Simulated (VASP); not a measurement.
# CrO2 (P4_2/mnm) in VASP: single point with PBEsol

Aim: the single point of CrO2 with PBEsol.

Program: VASP 6.6.1. These are calculated values, not measurements. Logs are shortened: lines on timing, memory, paths and dates and some standing lists are left out, and cuts for length are marked.

## Step 1: The crystal as given

It takes space group P4_2/mnm (No. 136, tetragonal). The conventional cell has a = 4.436 Å, b = 4.436 Å, c = 3.139 Å, α = 90.00°, β = 90.00°, γ = 90.00°. Cr (site symmetry mmm) has 6 O at 1.93 to 1.98 Å as nearest neighbours. O (site symmetry m2m) has 3 Cr at 1.93 to 1.98 Å as nearest neighbours.

The cell was built by a generator and needn't be a form met in nature.

## Step 2: Single point, PBEsol

INCAR

```
SYSTEM = CrO2
PREC = Accurate
ENCUT = 520
EDIFF = 1E-6
ISMEAR = -1
SIGMA = 0.1
LREAL = .FALSE.
LASPH = .TRUE.
NELM = 100
ALGO = Fast
ISIF = 2
LWAVE = .FALSE.
LCHARG = .TRUE.
GGA = PS
LELF = .TRUE.
LVHAR = .TRUE.
NBANDS = 33
```

KPOINTS

```
Automatic mesh
0
G
  8 8 11
  0 0 0
```

POSCAR

```
CrO2
1.0
    4.4363400000      0.0000000000      0.0000000000
    0.0000000000      4.4363400000      0.0000000000
    0.0000000000      0.0000000000      3.1386490000
Cr O
2 4
Direct
    0.0000000000      0.0000000000      0.0000000000
    0.5000000000      0.5000000000      0.5000000000
    0.3081000000      0.3081000000      0.0000000000
    0.1919000000      0.8081000000      0.5000000000
    0.6919000000      0.6919000000      0.0000000000
    0.8081000000      0.1919000000      0.5000000000
```

Potentials or basis: VASP PAW PBE potentials, release 64 (Cr_pv, O).

On the command line:

```
$ cat potpaw_PBE.64/Cr_pv/POTCAR potpaw_PBE.64/O/POTCAR > POTCAR
$ mpirun -np 1 vasp_std > vasp.out
```

OUTCAR:

```text
SYSTEM = CrO2
   PREC = Accurate
   ENCUT = 520
   EDIFF = 1E-6
   ISMEAR = -1
   LREAL = .FALSE.
   LASPH = .TRUE.
   NELM = 100
   ISIF = 2
   GGA = PS

 ion  position               nearest neighbor table
   1  0.000  0.000  0.000-   3 1.93   5 1.93   4 1.98   6 1.98   4 1.98   6 1.98
   2  0.500  0.500  0.500-   4 1.93   6 1.93   5 1.98   3 1.98   3 1.98   5 1.98
   3  0.308  0.308  0.000-   1 1.93   2 1.98   2 1.98
   4  0.192  0.808  0.500-   2 1.93   1 1.98   1 1.98
   5  0.692  0.692  0.000-   1 1.93   2 1.98   2 1.98
   6  0.808  0.192  0.500-   2 1.93   1 1.98   1 1.98

  LATTYP: Found a simple tetragonal cell.
 ALAT       =     4.4363400000
 C/A-ratio  =     0.7074861260

  Lattice vectors:

 A1 = (   4.4363400000,   0.0000000000,   0.0000000000)
 A2 = (   0.0000000000,   4.4363400000,   0.0000000000)
 A3 = (   0.0000000000,   0.0000000000,   3.1386490000)

Analysis of symmetry for initial positions (statically):
=====================================================================
 Subroutine PRICEL returns:
 Original cell was already a primitive cell.

 Routine SETGRP: Setting up the symmetry group for a
 simple tetragonal supercell.

 Subroutine GETGRP returns: Found 16 space group operations
 (whereof  8 operations were pure point group operations)
 out of a pool of 16 trial point group operations.

The static configuration has the point symmetry D_2h.
 The point group associated with its full space group is D_4h.

Analysis of symmetry for dynamics (positions and initial velocities):
=====================================================================
 Subroutine PRICEL returns:
 Original cell was already a primitive cell.

 Routine SETGRP: Setting up the symmetry group for a
 simple tetragonal supercell.

 Subroutine GETGRP returns: Found 16 space group operations
 (whereof  8 operations were pure point group operations)
 out of a pool of 16 trial point group operations.

The dynamic configuration has the point symmetry D_2h.
 The point group associated with its full space group is D_4h.

 Subroutine INISYM returns: Found 16 space group operations
 (whereof  8 operations are pure point group operations),
 and found     1 'primitive' translations

----------------------------------------------------------------------------------------

                                     Primitive cell

  volume of cell :      61.7721

  direct lattice vectors                    reciprocal lattice vectors
     4.436340000  0.000000000  0.000000000     0.225411037  0.000000000  0.000000000
     0.000000000  4.436340000  0.000000000     0.000000000  0.225411037  0.000000000
     0.000000000  0.000000000  3.138649000     0.000000000  0.000000000  0.318608420

  length of vectors
     4.436340000  4.436340000  3.138649000     0.225411037  0.225411037  0.318608420

  position of ions in fractional coordinates (direct lattice)
     0.000000000  0.000000000  0.000000000
     0.500000000  0.500000000  0.500000000
     0.308100000  0.308100000  0.000000000
     0.191900000  0.808100000  0.500000000
     0.691900000  0.691900000  0.000000000
     0.808100000  0.191900000  0.500000000

  ion indices of the primitive-cell ions
   primitive index   ion index
                 1           1
                 2           2
                 3           3
                 4           4
                 5           5
                 6           6

----------------------------------------------------------------------------------------

 KPOINTS: Automatic mesh

Automatic generation of k-mesh.
 Grid dimensions read from file:
 generate k-points for:    8    8   11

 Generating k-lattice:

  Cartesian coordinates                     Fractional coordinates (reciprocal lattice)
     0.028176380  0.000000000  0.000000000     0.125000000  0.000000000  0.000000000
     0.000000000  0.028176380  0.000000000     0.000000000  0.125000000  0.000000000
     0.000000000  0.000000000  0.028964402     0.000000000  0.000000000  0.090909091

  Length of vectors
     0.028176380  0.028176380  0.028964402

  Shift w.r.t. Gamma in fractional coordinates (k-lattice)
     0.000000000  0.000000000  0.000000000

 Subroutine IBZKPT returns following result:
 ===========================================

 Found     90 irreducible k-points:

 Following reciprocal coordinates:
            Coordinates               Weight
  0.000000  0.000000  0.000000      1.000000
  0.125000  0.000000  0.000000      4.000000
  0.250000  0.000000  0.000000      4.000000
  0.375000  0.000000  0.000000      4.000000
  0.500000  0.000000  0.000000      2.000000
  0.125000  0.125000  0.000000      4.000000
[... 16 lines left out ...]
  0.375000  0.125000  0.090909     16.000000
  0.500000  0.125000  0.090909      8.000000
 [... further k-points ...]
   k-points           NKPTS =     90   k-points in BZ     NKDIM =     90   number of bands    NBANDS=     33
   number of dos      NEDOS =    301   number of ions     NIONS =      6
   total plane-waves  NPLWV =  31104
   dimension x,y,z NGX =    36 NGY =   36 NGZ =   24
   dimension x,y,z NGXF=    72 NGYF=   72 NGZF=   48
   ions per type =               2   4
   NGX,Y,Z   is equivalent  to a cutoff of  13.49, 13.49, 12.71 a.u.
   NGXF,Y,Z  is equivalent  to a cutoff of  26.98, 26.98, 25.42 a.u.
 SYSTEM =  CrO2
   PREC   = accura    normal or accurate (medium, high low for compatibility)
   ISTART =      0    job   : 0-new  1-cont  2-samecut
   ICHARG =      2    charge: 1-file 2-atom 10-const
   ISPIN  =      1    spin polarized calculation?
   LNONCOLLINEAR =      F non collinear calculations
   LSORBIT =      F    spin-orbit coupling
   LASPH  =      T    aspherical Exc in radial PAW
   ENCUT  =  520.0 eV  38.22 Ry    6.18 a.u.   8.25  8.25  5.84*2*pi/ulx,y,z
   NELM   =    100;   NELMIN=  2; NELMDL= -5     # of ELM steps
   EDIFF  = 0.1E-05   stopping-criterion for ELM
   LREAL  =      F    real-space projection
   EDIFFG = 0.1E-04   stopping-criterion for IOM
   NSW    =      0    number of steps for IOM
   IBRION =     -1    ionic relax: 0-MD 1-quasi-New 2-CG
   NFREE  =      0    steps in history (QN), initial steepest desc. (CG)
   ISIF   =      2    stress and relaxation
   ISYM   =      2    0-nonsym 1-usesym 2-fastsym
   POTIM  = 0.5000    time-step for ionic-motion
   TEBEG  =    0.0;   TEEND  =   0.0 temperature during run
   PSTRESS=    0.0 pullay stress
   NELECT =      48.0000    total number of electrons
   NUPDOWN=      -1.0000    fix difference up-down
   EMIN   =  10.00;   EMAX   =-10.00  energy-range for DOS
   EFERMI =   0.00;   METHOD = LEGACY
   ISMEAR =    -1;   SIGMA  =   0.10  broadening in eV -4-tet -1-fermi 0-gaus
   EFERMI_NEDOS =   21; number of points for ismear=-14 and -15
   IALGO  =     68    algorithm
   IMIX   =      4    mixing-type and parameters
     AMIX     =   0.40;   BMIX     =  1.00
     AMIX_MAG =   1.60;   BMIX_MAG =  1.00
  volume/ion in A,a.u.               =      10.30        69.48
  Fermi-wavevector in a.u.,A,eV,Ry     =   1.505074  2.844177 30.820556  2.265247
  Thomas-Fermi vector in A             =   2.615970
   LORBIT       =      0    0 simple, 1 ext, 2 COOP (PROOUT), +10 PAW based schemes
   GGA     = PS    functional components
   LHFCALC =     F    Hartree Fock is set to
   AEXX    =    0.0000 exact exchange contribution
   IVDW    =     0    specifies the selected vdW correction
   LEPSILON=     F    determine dielectric tensor
   LRPA    =     F    only Hartree local field effects (RPA)
 non-spin polarized calculation
 RMM-DIIS sequential band-by-band and
  energy-cutoff  :      520.00
  volume of cell :       61.77
 maximum number of plane-waves:      1688
 NGX is ok and might be reduce to    36
   NGX = 17   NGY = 17   NGZ = 11

 number of electron      48.0000027 magnetization

 Free energy of the ion-electron system (eV)
  ---------------------------------------------------
  ext. energy  EPLUGINS =         0.00000000
  ---------------------------------------------------
  free energy    TOTEN  =       -51.04396989 eV

  energy without entropy =      -50.69625628  energy(sigma->0) =      -50.87011308

 E-fermi :   4.8235     XC(G=0): -11.8012

 val. band max:        4.8217856166   @ k =   0.3750   0.0000   0.3636
 cond. band min:       4.8251844889   @ k =   0.1250   0.0000   0.1818
 fundamental gap:      0.0033988724
 Fermi energy:         4.8235048310

 k-point     1 :       0.0000    0.0000    0.0000
  band No.  band energies     occupation
      1     -39.1148      2.00000
      2     -39.1148      2.00000
      3     -39.0390      2.00000
      4     -39.0257      2.00000
      5     -38.9987      2.00000
      6     -38.9987      2.00000
[... 25 lines left out ...]
     32      11.3722      0.00000
     33      14.7304      0.00000

 k-point     2 :       0.1250    0.0000    0.0000
  band No.  band energies     occupation
      1     -39.1144      2.00000
      2     -39.1144      2.00000
      3     -39.0384      2.00000
      4     -39.0262      2.00000
      5     -38.9992      2.00000
      6     -38.9992      2.00000
[... 25 lines left out ...]
     32       9.1148      0.00000
     33      11.5899      0.00000

 k-point     3 :       0.2500    0.0000    0.0000
  band No.  band energies     occupation
      1     -39.1134      2.00000
      2     -39.1133      2.00000
      3     -39.0370      2.00000
      4     -39.0276      2.00000
      5     -39.0005      2.00000
      6     -39.0004      2.00000
[... 25 lines left out ...]
     32       8.9078      0.00000
     33      12.1596      0.00000

 k-point     4 :       0.3750    0.0000    0.0000
  band No.  band energies     occupation
      1     -39.1123      2.00000
      2     -39.1122      2.00000
      3     -39.0348      2.00000
      4     -39.0298      2.00000
      5     -39.0019      2.00000
      6     -39.0018      2.00000
[... 25 lines left out ...]
     32       8.5507      0.00000
     33      12.9164      0.00000

 k-point     5 :       0.5000    0.0000    0.0000
  band No.  band energies     occupation
      1     -39.1118      2.00000
      2     -39.1118      2.00000
      3     -39.0323      2.00000
      4     -39.0323      2.00000
      5     -39.0023      2.00000
      6     -39.0023      2.00000
[... 604 lines left out ...]
 k-point    22 :       0.2500    0.1250    0.0909
  band No.  band energies     occupation
      1     -39.1142      2.00000
      2     -39.1119      2.00000
      3     -39.0430      2.00000
      4     -39.0348      2.00000
      5     -39.0007      2.00000
      6     -38.9982      2.00000
[... 25 lines left out ...]
     32       8.8073      0.00000
     33      12.5542      0.00000

 k-point    23 :       0.3750    0.1250    0.0909
  band No.  band energies     occupation
      1     -39.1133      2.00000
      2     -39.1117      2.00000
      3     -39.0410      2.00000
      4     -39.0366      2.00000
      5     -39.0011      2.00000
      6     -38.9994      2.00000
[... 25 lines left out ...]
     32       8.5062      0.00000
     33      13.2716      0.00000

 k-point    24 :       0.5000    0.1250    0.0909
  band No.  band energies     occupation
      1     -39.1123      2.00000
      2     -39.1123      2.00000
      3     -39.0388      2.00000
      4     -39.0388      2.00000
      5     -39.0006      2.00000
      6     -39.0006      2.00000
[... 25 lines left out ...]
     32       8.1289      0.00000
     33      13.9954      0.00000

 [... further k-points ...]

------------------------ aborting loop because EDIFF is reached ----------------------------------------

  FORCE on cell =-STRESS in cart. coord.  units (eV):
  Direction    XX          YY          ZZ          XY          YZ          ZX
  --------------------------------------------------------------------------------------
  -------------------------------------------------------------------------------------
  Total       -7.2068279     -7.2068279    -17.0666974      0.0000000      0.0000000      0.0000000
  in kB     -186.9228249   -186.9228249   -442.6573438      0.0000000      0.0000000      0.0000000
  external PRESSURE =    -272.1676645 kB  Pullay stress =       0.0000000 kB

 VOLUME and BASIS-vectors are now :
 -----------------------------------------------------------------------------
  energy-cutoff  :      520.00
  volume of cell :       61.77
      direct lattice vectors                 reciprocal lattice vectors
     4.436340000  0.000000000  0.000000000     0.225411037  0.000000000  0.000000000
     0.000000000  4.436340000  0.000000000     0.000000000  0.225411037  0.000000000
     0.000000000  0.000000000  3.138649000     0.000000000  0.000000000  0.318608420

 POSITION                                       TOTAL-FORCE (eV/Angst)
 -----------------------------------------------------------------------------------
      0.00000      0.00000      0.00000         0.000000      0.000000     -0.000000
      2.21817      2.21817      1.56932         0.000000      0.000000     -0.000000
      1.36684      1.36684      0.00000        -0.107639     -0.107639      0.000000
      0.85133      3.58501      1.56932         0.107639     -0.107639     -0.000000
      3.06950      3.06950      0.00000         0.107639      0.107639     -0.000000
      3.58501      0.85133      1.56932        -0.107639      0.107639     -0.000000
 -----------------------------------------------------------------------------------
    total drift:                                0.000000      0.000000      0.000000

  FREE ENERGIE OF THE ION-ELECTRON SYSTEM (eV)
  ---------------------------------------------------
  free  energy   TOTEN  =       -51.0439698893 eV

  energy  without entropy=      -50.6962562805  energy(sigma->0) =      -50.87011308
```

It took 3.5 min on 1 thread of Intel Xeon Platinum 8375C at 2.90GHz (Ice Lake), shared host; peak memory 0.27 GiB.

What came out:

```yaml
Free_energy: -51.0440 eV
Pressure: -27.2 GPa
Largest_force: 0.152 eV/Å
Band_gap_on_the_k_mesh: none (metal or under the smearing width)
```

Forces on the atoms (eV/Å):
```
Cr   0.000  0.000  0.000
Cr   0.000  0.000  0.000
O   -0.108 -0.108  0.000
O    0.108 -0.108  0.000
O    0.108  0.108  0.000
O   -0.108  0.108  0.000
```

Stress tensor (GPa, compression positive):
```
-18.69   0.00   0.00
  0.00 -18.69   0.00
  0.00   0.00 -44.27
```

Caveat: so large a pressure means that the cell lies far from this level's equilibrium, or that cutoff or potentials fall short; the potentials were made for another functional, which shifts forces and pressure; the run has no spin polarisation, though such a crystal can be magnetic; semilocal functionals often make such compounds metallic where correlation or magnetic order opens a gap, which also shifts bond lengths. With open d or f shells a metallic result of PBEsol can be an artefact of self-interaction; +U or a hybrid may open a gap.
